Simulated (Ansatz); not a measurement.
Runs of Ansatz 0.2.0 on Al. Symmetry: Fm-3m, No. 225, cubic system. Conventional cell: a = 4.050 Å, b = 4.050 Å, c = 4.050 Å, α = 90.00°, β = 90.00°, γ = 90.00°. Al (site symmetry m-3m) has 12 Al at 2.86 Å as nearest neighbours. 

```csv
level,cutoff (eV),gap on the mesh (eV),pressure (GPa)
PBEsol,420,none,-1.5
RPBE,420,none,1.4
PBE,420,none,0.0
BLYP,420,none,(b)
r2SCAN,500,none,(a)
```

Alike in all rows: task band structure; potentials or basis Ansatz PAW; no spin polarisation; cell as given; k mesh 6 × 6 × 6; smearing fermi-dirac 0.05 eV; the mesh is coarse, so values aren't converged.

Task: Estimate the missing entries.

Result: (a) -3.0; (b) 3.5.

Caveats: all runs use coarse meshes; the PAW data sets come from PBE, with cores solved anew for the run's functional, which leaves a small shift of forces and pressure (some runs).

A gap of «none» marks a metal or a gap under the smearing width.
